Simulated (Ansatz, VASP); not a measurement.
## Be: VASP beside Ansatz

Contents of INCAR:

```
PREC = Accurate
ENCUT = 520
EDIFF = 1E-6
ISMEAR = -1
SIGMA = 0.1
LREAL = False
LASPH = True
NELM = 80
ALGO = Normal
ISIF = 2
LWAVE = False
LCHARG = True
GGA = RP
LELF = True
LVHAR = True
NBANDS = 7
```

File KPOINTS:

```
Automatic mesh
0
Gamma
  20 20 20
```

The input POSCAR:

```
Be
1.0
   -1.2617756101      1.2617756101      1.2617756101
    1.2617756101     -1.2617756101      1.2617756101
    1.2617756101      1.2617756101     -1.2617756101
Be
1
Direct
    0.0000000000      0.0000000000      0.0000000000
```

Input for Ansatz:

```yaml
crystal:
  lattice:
    - [-1.2617756101, 1.2617756101, 1.2617756101]
    - [1.2617756101, -1.2617756101, 1.2617756101]
    - [1.2617756101, 1.2617756101, -1.2617756101]
  atoms:
    - { symbol: Be, position: [0.0, 0.0, 0.0] }
hamiltonian:
  xc: rpbe
  pseudopotentials:
    kind: paw
    azcp:
      Be: "pseudopotentials/Be.paw.azcp"
basis:
  ecutwfc: 420
  fft_grid_basis: typed
kpoints:
  mp_grid: { grid: [20, 20, 20], shift: [0, 0, 0] }
magnetization:
  spin_polarized: false
scf:
  occupations: { method: fermi_dirac, width: 0.1 }
  lower_state_search: "off"
output:
  stress: true
```

Alike in both runs: task single point; functional RPBE; k mesh 20 × 20 × 20; occupations fermi-dirac, width 0.1 eV; no spin polarisation.

|  | VASP | Ansatz |
| --- | --- | --- |
| version | VASP 6.6.1 | Ansatz 0.2.0 |
| potentials or method | VASP PAW PBE potentials, release 64 (Be) | plane waves (420 eV) with PAW, scalar-relativistic |
| plane-wave cutoff (eV) | 520 | 420 |
| valence electrons in the cell | 2 | 2 |

```tsv
	VASP	Ansatz	Ansatz less VASP
pressure (GPa)	-0.1	-0.1	-0.03
```

Caveats: the PAW data sets were made with another functional, which shifts forces and pressure a little (VASP).
